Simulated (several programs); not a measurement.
What each method gives for AgCl (wurtzite)

AgCl built on the wurtzite prototype (it has left that coordination), relaxed with r2SCAN in Ansatz, was computed with several methods. It is hexagonal, P6_3/mmc (No. 194); a = 4.520 Å, c = 5.722 Å in the conventional setting, 25.31 Å³ an atom. Around Ag lie 5 Cl at 2.61–2.86 Å; around Cl lie 5 Ag at 2.61–2.86 Å. The structure was generated, not taken from experiment, and needn't be the ground state; spin polarisation is off.

```cif
data_structure
_symmetry_space_group_name_H-M 'P6_3/mmc'
_symmetry_Int_Tables_number 194
_cell_length_a 4.5197
_cell_length_b 4.5197
_cell_length_c 5.7225
_cell_angle_alpha 90.000
_cell_angle_beta 90.000
_cell_angle_gamma 120.000
_cell_volume 101.24
loop_
_atom_site_label
_atom_site_type_symbol
_atom_site_symmetry_multiplicity
_atom_site_Wyckoff_symbol
_atom_site_fract_x
_atom_site_fract_y
_atom_site_fract_z
_atom_site_occupancy
Ag1 Ag 2 d 0.33333 0.66667 0.75000 1
Cl1 Cl 2 c 0.33333 0.66667 0.25000 1
```

Gaps and times are for a single point on this cell; volume and bulk modulus come from each method's own relaxation or energy curve at fixed shape, which is too stiff where a cell has free coordinates or axes. Times are rough, from shared hosts (Arm Neoverse V1), and each method has its own mesh and cell size. A double dagger marks a value from a curve with shape and coordinates held. PM6 (MOPAC), PM7 (MOPAC), GFN1-xTB (tblite), GFN2-xTB (tblite) treat a cluster of cells at its zone centre, which samples few k points: where these miss a band edge, the gap comes out too large for that reason alone. Gaps from k meshes are read at a limited set of points (mesh, symmetry points, PBE's band edges), so each method's own least gap may be somewhat smaller. xTB and the PM methods were fitted mostly to molecules, and can miss a solid's gap by electronvolts. Minimal bases can be far off for gaps. Times of the plane-wave ladder aren't listed, since it ran on unlike processors and cards. GLLB-SC's gap includes the derivative discontinuity. d marks a direct gap, i an indirect one (no mark: not told apart), a dash a value that wasn't computed or didn't pass its checks.

```csv
method,kind,gap (eV),own volume (Å³/atom),bulk modulus (GPa),atoms computed,processor time
PBEsol,semilocal,–,25.50,–,4,–
light PBE (260 eV and a coarse mesh),light plane-wave,1.43 d,–,–,4,2 s
GFN1-xTB (tblite),tight binding,2.50,25.92‡,47‡,cluster,3.9 s
GFN2-xTB (tblite),tight binding,2.84,24.67‡,46‡,cluster,7 s
LDA,semilocal,1.06 i,24.02,–,4,–
PBE,semilocal,1.36 i,–,–,4,–
PBE/SZV (CP2K),small basis,1.25 i,–,–,4,8.6 s
r2SCAN,semilocal,1.81 i,25.31,39‡,4,–
PM7 (MOPAC),semi-empirical,2.48,–,–,cluster,29 s
PBE/DZVP (CP2K),small basis,1.33 i,26.66‡,33‡,4,30 s
PBE+SOC,semilocal,1.27 d,–,–,4,–
PBE/single zeta (GPAW),small basis,1.04 i,–,–,4,74 s
PM6 (MOPAC),semi-empirical,1.84,–,–,cluster,75 s
GLLB-SC (GPAW),model potential,3.19,–,–,4,2.5 min
HSE06,hybrid,2.85 i,26.21,–,4,–
PBE0,hybrid,3.57 i,–,–,4,–
Hartree-Fock,exact exchange,10.37 i,–,–,4,–
DDH-PBE0,hybrid,3.49 i,–,–,4,–
```

Against HSE06 (2.85 eV) and with closed or daggered gaps left aside, the nearest gap at the points sampled is that of GFN2-xTB (tblite) (-0.01 eV) and the farthest that of Hartree-Fock (+7.52 eV). HSE06 is only a yardstick of convenience, and nearness to it can be luck.

Volumes against r2SCAN's: PBEsol +0.8 %, LDA -5.1 %, HSE06 +3.6 %.

Relaxed on its own, the cell leaves this structure with PBE, so no volume is listed.

Only the rows marked +SOC include spin-orbit coupling.
